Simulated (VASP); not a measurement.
The system is BaTiO3.

```
CELL_PARAMETERS angstrom
3.96714 0.00000 0.00000
0.00000 3.96714 0.00000
0.00000 0.00000 4.06567
ATOMIC_POSITIONS crystal
Ba 0.00000 0.00000 0.99860
Ti 0.50000 0.50000 0.48193
O 0.50000 0.50000 0.02910
O 0.50000 0.00000 0.51669
O 0.00000 0.50000 0.51669
```

Program: VASP 6.6.1. Alike in all runs: task band structure; potentials or basis VASP PAW PBE potentials, release 64 (Ba_sv, Ti_sv, O); no spin polarisation; cell as given; k mesh 4 × 4 × 4; cutoff (eV) 520; smearing gaussian 0.03 eV.

Q: Order these runs on this cell by their band gap on the k mesh, lowest first.
A. level PBE-EpsX; exchange at q = 0 truncated; share of exact exchange 0.163
B. level PBE
C. level PBE0; exchange at q = 0 truncated

A: B (1.81 eV), A (3.20 eV), C (4.00 eV).

Caveats: spin-orbit coupling is left out, which moves the levels of the heavy elements.

